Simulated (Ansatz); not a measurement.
Geometry optimisation, DFT PBE, scalar-relativistic, plane waves, PAW in Ansatz.

input.yaml

```yaml
crystal:
  lattice:
    - [7.14, 0.0, 0.0]
    - [0.0, 7.14, 0.0]
    - [0.0, 0.0, 7.14]
  atoms:
    - { symbol: C, position: [0.5, 0.0, 0.0] }
    - { symbol: C, position: [0.625, 0.125, 0.125] }
    - { symbol: C, position: [0.75, 0.25, 0.0] }
    - { symbol: C, position: [0.875, 0.375, 0.125] }
    - { symbol: C, position: [0.75, 0.0, 0.25] }
    - { symbol: C, position: [0.875, 0.125, 0.375] }
    - { symbol: C, position: [0.0, 0.0, 0.0] }
    - { symbol: C, position: [0.125, 0.125, 0.125] }
    - { symbol: C, position: [0.25, 0.25, 0.0] }
    - { symbol: C, position: [0.375, 0.375, 0.125] }
    - { symbol: C, position: [0.5, 0.5, 0.0] }
    - { symbol: C, position: [0.625, 0.625, 0.125] }
    - { symbol: C, position: [0.75, 0.75, 0.0] }
    - { symbol: C, position: [0.875, 0.875, 0.125] }
    - { symbol: C, position: [0.25, 0.0, 0.25] }
    - { symbol: C, position: [0.375, 0.125, 0.375] }
    - { symbol: C, position: [0.5, 0.25, 0.25] }
    - { symbol: C, position: [0.625, 0.375, 0.375] }
    - { symbol: C, position: [0.75, 0.5, 0.25] }
    - { symbol: C, position: [0.875, 0.625, 0.375] }
    - { symbol: C, position: [0.5, 0.0, 0.5] }
    - { symbol: C, position: [0.625, 0.125, 0.625] }
    - { symbol: C, position: [0.75, 0.25, 0.5] }
    - { symbol: C, position: [0.75, 0.0, 0.75] }
    - { symbol: C, position: [0.875, 0.125, 0.875] }
    - { symbol: C, position: [0.0, 0.5, 0.0] }
    - { symbol: C, position: [0.125, 0.625, 0.125] }
    - { symbol: C, position: [0.25, 0.75, 0.0] }
    - { symbol: C, position: [0.375, 0.875, 0.125] }
    - { symbol: C, position: [0.0, 0.25, 0.25] }
    - { symbol: C, position: [0.125, 0.375, 0.375] }
    - { symbol: C, position: [0.25, 0.5, 0.25] }
    - { symbol: C, position: [0.375, 0.625, 0.375] }
    - { symbol: C, position: [0.5, 0.75, 0.25] }
    - { symbol: C, position: [0.625, 0.875, 0.375] }
    - { symbol: C, position: [0.0, 0.0, 0.5] }
    - { symbol: C, position: [0.125, 0.125, 0.625] }
    - { symbol: C, position: [0.25, 0.25, 0.5] }
    - { symbol: C, position: [0.375, 0.375, 0.625] }
    - { symbol: C, position: [0.5, 0.5, 0.5] }
    - { symbol: C, position: [0.625, 0.625, 0.625] }
    - { symbol: C, position: [0.75, 0.75, 0.5] }
    - { symbol: C, position: [0.875, 0.875, 0.625] }
    - { symbol: C, position: [0.25, 0.0, 0.75] }
    - { symbol: C, position: [0.375, 0.125, 0.875] }
    - { symbol: C, position: [0.5, 0.25, 0.75] }
    - { symbol: C, position: [0.625, 0.375, 0.875] }
    - { symbol: C, position: [0.75, 0.5, 0.75] }
    - { symbol: C, position: [0.875, 0.625, 0.875] }
    - { symbol: C, position: [0.0, 0.75, 0.25] }
    - { symbol: C, position: [0.125, 0.875, 0.375] }
    - { symbol: C, position: [0.0, 0.5, 0.5] }
    - { symbol: C, position: [0.125, 0.625, 0.625] }
    - { symbol: C, position: [0.25, 0.75, 0.5] }
    - { symbol: C, position: [0.375, 0.875, 0.625] }
    - { symbol: C, position: [0.0, 0.25, 0.75] }
    - { symbol: C, position: [0.125, 0.375, 0.875] }
    - { symbol: C, position: [0.25, 0.5, 0.75] }
    - { symbol: C, position: [0.375, 0.625, 0.875] }
    - { symbol: C, position: [0.5, 0.75, 0.75] }
    - { symbol: C, position: [0.625, 0.875, 0.875] }
    - { symbol: C, position: [0.0, 0.75, 0.75] }
    - { symbol: C, position: [0.125, 0.875, 0.875] }
total_charge: -2
basis:
  ecutwfc: 420.0
kpoints:
  mp_grid: { grid: [2, 2, 2] }
hamiltonian:
  xc: pbe
  pseudopotentials: { kind: paw, azcp: { folder: soft_1 } }
scf:
  occupations: { method: gaussian, width: 0.05 }
  lower_state_search: "off"
relax:
  f_tol: 0.03
  max_steps: 60
  adjacent_minimum: "off"
```

Run as:

```bash
$ ansatz run input.yaml --threads 4 --pin off --max-ram 10240MiB --backend cpu --events-out ev --progress --plain --runs-dir out
```

Q: Where does it end, and by what steps?

A: It converged. The force dipped under the threshold on the way, but the program's further checks kept it going. Limits of this set-up: coarse k mesh, no spin, though dangling bonds at a vacancy may carry it, a typed lattice constant that wasn't relaxed here, charged cell in a uniform background, uncorrected. After 4 steps the energy has fallen by 0.666 eV; C23 moved furthest, 0.10 Å.

```tsv
step	energy less start (eV)	largest force component (eV/Å)	accepted
0	0.0000	1.292	yes
1	-0.4875	0.564	yes
2	-0.6502	0.195	yes
3	-0.6657	0.011	yes
4	-0.6657	0.011	yes
```

```xyz
63
Lattice="7.1400 0.0000 0.0000 0.0000 7.1400 0.0000 0.0000 0.0000 7.1400" Properties=species:S:1:pos:R:3
C 3.573 0.003 -0.003
C 4.466 0.896 0.889
C 5.360 1.790 -0.009
C 6.247 2.678 0.892
C 5.360 -0.006 1.779
C 6.233 0.906 2.691
C -0.005 -0.006 0.006
C 0.889 0.896 0.896
C 1.791 1.790 0.006
C 2.678 2.678 0.892
C 3.564 3.565 0.006
C 4.466 4.459 0.896
C 5.360 5.361 0.006
C 6.247 6.247 0.892
C 1.782 0.003 1.788
C 2.674 0.896 2.681
C 3.564 1.790 1.779
C 4.476 2.663 2.691
C 5.360 3.565 1.794
C 6.262 4.449 2.691
C 3.564 -0.006 3.575
C 4.476 0.906 4.448
C 5.296 1.726 3.511
C 5.360 0.009 5.350
C 6.262 0.906 6.234
C -0.005 3.565 -0.009
C 0.889 4.459 0.889
C 1.782 5.352 -0.003
C 2.678 6.247 0.892
C -0.005 1.790 1.794
C 0.879 2.692 2.691
C 1.791 3.565 1.779
C 2.681 4.459 2.681
C 3.573 5.352 1.788
C 4.466 6.244 2.681
C -0.005 0.009 3.575
C 0.879 0.906 4.477
C 1.776 1.790 3.575
C 2.678 2.678 4.463
C 3.579 3.565 3.575
C 4.476 4.449 4.477
C 5.360 5.346 3.575
C 6.247 6.247 4.463
C 1.791 -0.006 5.350
C 2.681 0.896 6.244
C 3.579 1.790 5.350
C 4.476 2.692 6.234
C 5.296 3.629 5.414
C 6.233 4.449 6.234
C -0.005 5.361 1.779
C 0.889 6.251 2.681
C 0.059 3.629 3.511
C 0.879 4.449 4.448
C 1.791 5.361 3.575
C 2.678 6.247 4.463
C 0.059 1.726 5.414
C 0.879 2.663 6.234
C 1.776 3.565 5.350
C 2.674 4.459 6.244
C 3.564 5.361 5.350
C 4.466 6.251 6.244
C -0.005 5.346 5.350
C 0.889 6.244 6.244
```

Whether the end is a true minimum wasn't checked by a vibrational analysis.

The run took 22 s on 4 threads of Arm Neoverse V1 (shared host), peak memory 1.5 GiB.
